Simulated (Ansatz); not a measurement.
# CsI: the cost of one run

Computed with Ansatz 0.2.0 (DFT PBE, scalar-relativistic, plane waves, PAW, unless a step's input says otherwise).

## 1. Starting point

Symmetry: Pm-3m, No. 221, cubic system. The conventional cell has a = 4.567 Å, b = 4.567 Å, c = 4.567 Å, α = 90.00°, β = 90.00°, γ = 90.00°. Cs (site symmetry m-3m) has 8 I at 3.95 Å as nearest neighbours. I (site symmetry m-3m) has 8 Cs at 3.95 Å as nearest neighbours.

As a file:

```cif
data_structure
_symmetry_space_group_name_H-M 'P 1'
_symmetry_Int_Tables_number 1
_cell_length_a 9.1334
_cell_length_b 9.1334
_cell_length_c 9.1334
_cell_angle_alpha 90.000
_cell_angle_beta 90.000
_cell_angle_gamma 90.000
_cell_volume 761.90
loop_
_atom_site_label
_atom_site_type_symbol
_atom_site_fract_x
_atom_site_fract_y
_atom_site_fract_z
_atom_site_occupancy
Cs1 Cs 0.00000 0.00000 0.00000 1
Cs2 Cs 0.50000 0.00000 0.00000 1
Cs3 Cs 0.00000 0.00000 0.50000 1
Cs4 Cs 0.50000 0.00000 0.50000 1
Cs5 Cs 0.00000 0.50000 0.00000 1
Cs6 Cs 0.50000 0.50000 0.00000 1
Cs7 Cs 0.00000 0.50000 0.50000 1
Cs8 Cs 0.50000 0.50000 0.50000 1
I1 I 0.25000 0.25000 0.25000 1
I2 I 0.75000 0.25000 0.25000 1
I3 I 0.25000 0.25000 0.75000 1
I4 I 0.75000 0.25000 0.75000 1
I5 I 0.25000 0.75000 0.25000 1
I6 I 0.75000 0.75000 0.25000 1
I7 I 0.25000 0.75000 0.75000 1
I8 I 0.75000 0.75000 0.75000 1
```

No relaxation comes first: the listed cell is the starting point.

## 2. Reference: the perfect supercell

input.yaml

```yaml
crystal:
  lattice:
    - [0.0, 0.0, 9.1334]
    - [9.1334, 0.0, 0.0]
    - [0.0, 9.1334, 0.0]
  atoms:
    - { symbol: Cs, position: [0.0, 0.0, 0.0] }
    - { symbol: Cs, position: [0.5, 0.0, 0.0] }
    - { symbol: Cs, position: [0.0, 0.0, 0.5] }
    - { symbol: Cs, position: [0.5, 0.0, 0.5] }
    - { symbol: Cs, position: [0.0, 0.5, 0.0] }
    - { symbol: Cs, position: [0.5, 0.5, 0.0] }
    - { symbol: Cs, position: [0.0, 0.5, 0.5] }
    - { symbol: Cs, position: [0.5, 0.5, 0.5] }
    - { symbol: I, position: [0.25, 0.25, 0.25] }
    - { symbol: I, position: [0.75, 0.25, 0.25] }
    - { symbol: I, position: [0.25, 0.25, 0.75] }
    - { symbol: I, position: [0.75, 0.25, 0.75] }
    - { symbol: I, position: [0.25, 0.75, 0.25] }
    - { symbol: I, position: [0.75, 0.75, 0.25] }
    - { symbol: I, position: [0.25, 0.75, 0.75] }
    - { symbol: I, position: [0.75, 0.75, 0.75] }
  symmetry: { detect: false }
basis:
  ecutwfc: 420
kpoints:
  mp_grid: { grid: [1, 1, 1], shift: [0.0, 0.0, 0.0] }
hamiltonian:
  xc: pbe
scf:
  occupations: { method: gaussian, width: 0.1 }
output:
  forces: true
  stress: true
  eigenvalues: true
```

The run is started by

```console
ansatz run input.yaml --threads 4 --pin off --max-ram 5120MiB --backend cpu --events-out ev --progress --plain --runs-dir out
```

What time and memory should one allow on 4 threads of an x86-64 CPU, shared host?

About 1.3 s, with a peak of 0.74 GiB.
